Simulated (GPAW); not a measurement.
FeO (Wuestite):

```
CELL_PARAMETERS angstrom
0.00000 2.15540 2.15540
2.15540 0.00000 2.15540
2.15540 2.15540 0.00000
ATOMIC_POSITIONS crystal
Fe 0.00000 0.00000 0.00000
O 0.50000 0.50000 0.50000
```

| Property | Result |
| --- | --- |
| Program | GPAW 26.7.0 |
| Task | relaxation of cell and atoms |
| Functional | PBEsol |
| Potentials or basis | PAW data sets generated in the run's folder for this functional |
| Cutoff | 800 eV |
| Basis | pw |
| k mesh | 9 × 9 × 9 |
| Occupations | fermi-dirac, width 0.05 eV |
| Spin | collinear spin, ferromagnetic start |
| Starting moments | [3.0, 0.0] μB |

At the start: pressure -7.0 GPa; volume 10.01 Å³/atom.

Where does the relaxation end?

Over 3 steps the energy falls by 6.6 meV/atom and the volume is 9.65 Å³/atom (-3.6 %); space group Fm-3m (No. 225, to 0.05 Å); moment 4.00 μB per cell.

Step by step:
```csv
step,energy change (eV),largest force (eV/Å),pressure (GPa),volume (Å³)
1,0.0000,0.0000,-7.01,20.03
2,-0.0064,0.0000,-5.28,19.84
3,-0.0131,0.0000,0.25,19.30
```

Final structure:
```
CELL_PARAMETERS angstrom
0.00000 2.12895 2.12895
2.12895 0.00000 2.12895
2.12895 2.12895 0.00000
ATOMIC_POSITIONS crystal
Fe 0.00000 0.00000 0.00000
O 0.50000 0.50000 0.50000
```

Caveat: each step starts from the last one's moments, so a moment once lost doesn't come back; later steps reuse the first step's grids; a cell with one magnetic atom can't hold antiferromagnetic order, which such compounds often take.
